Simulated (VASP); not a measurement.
**BN: single point with PBEsol**

Crystal: BN.

```xyz
4
Lattice="2.2786 -0.0244 -0.1206 -1.1604 1.9829 0.0573 -0.3380 -0.0096 6.6140" Properties=species:S:1:pos:R:3 pbc="T T T"
B    -0.1216    1.2467    1.5184
B     0.8850    0.6069    5.0837
N    -0.2253    1.2344    4.9403
N     1.0225    0.8099    1.5590
```

The cell isn't the ideal one: all atoms moved at random (sigma 0.1 Å a component), cell strained at random (sigma 0.05).

```json
{
  "Program": "VASP 6.6.1",
  "Task": "single point",
  "Functional": "PBEsol",
  "Potentials or basis": "VASP PAW PBE potentials, release 64 (B, N)",
  "Cutoff": "520 eV",
  "k mesh": "12 × 12 × 4",
  "Occupations": "gaussian, width 0.05 eV",
  "Spin": "no spin polarisation",
  "Dipole correction": "no",
  "Further INCAR settings": "ALGO = Normal; EDIFF = 1e-06; NBANDS = 16"
}
```

```yaml
Pressure: 114.1 GPa
Largest_force: 11.400 eV/Å
Band_gap_on_the_k_mesh: 1.19 eV, indirect (least direct gap 1.93 eV)
```

Forces on the atoms (eV/Å):
```
B     0.418  11.378   0.252
B     3.076  -3.020  -2.070
N    -3.107   3.034   1.985
N    -0.387 -11.392  -0.167
```

Stress tensor (GPa, compression positive):
```
223.72   0.97  -7.89
  0.97 118.85  -9.95
 -7.89  -9.95  -0.13
```

Levels at points of the mesh, in eV from the valence-band top:
| k point | band 4 | band 5 | band 6 | band 7 | band 8 | band 9 | band 10 | band 11 | band 12 | band 13 |
| --- | --- | --- | --- | --- | --- | --- | --- | --- | --- | --- |
| (0.00, 0.00, 0.00) | -8.15 | -6.48 | -3.73 | -1.85 | -0.01 | 1.92 | 8.36 | 8.42 | 10.85 | 12.22 |
| (0.50, 0.00, 0.00) | -12.20 | -6.78 | -5.69 | -3.81 | -2.97 | 1.39 | 3.37 | 7.90 | 9.51 | 11.83 |
| (0.00, 0.50, 0.00) | -12.23 | -8.84 | -6.77 | -5.01 | -3.39 | 2.30 | 5.46 | 9.23 | 10.75 | 11.59 |
| (0.50, 0.50, 0.00) | -12.37 | -5.79 | -5.10 | -3.82 | -3.22 | 1.72 | 2.02 | 8.83 | 10.28 | 11.09 |
| (0.00, 0.00, 0.50) | -8.97 | -6.48 | -3.73 | -1.85 | 0.00 | 3.81 | 5.53 | 8.47 | 10.85 | 12.71 |
| (0.50, 0.00, 0.50) | -12.19 | -6.78 | -5.70 | -3.73 | -3.00 | 1.40 | 3.04 | 8.04 | 9.76 | 12.20 |
| (0.00, 0.50, 0.50) | -12.25 | -8.84 | -6.77 | -4.79 | -3.66 | 2.60 | 4.79 | 9.64 | 10.57 | 12.60 |
| (0.50, 0.50, 0.50) | -12.36 | -5.79 | -5.11 | -3.56 | -3.39 | 1.19 | 2.34 | 8.91 | 10.45 | 12.19 |

It took 55 s on 1 thread of Intel(R) Xeon(R) 6975P-C (Granite Rapids), on a shared host, peak memory 0.22 GiB.

Caveat: the cell as given lies far from equilibrium; so large a pressure means that the cell lies far from this level's equilibrium, or that cutoff or potentials fall short; the potentials were made for another functional, which shifts forces and pressure. A k mesh can miss the band edges.
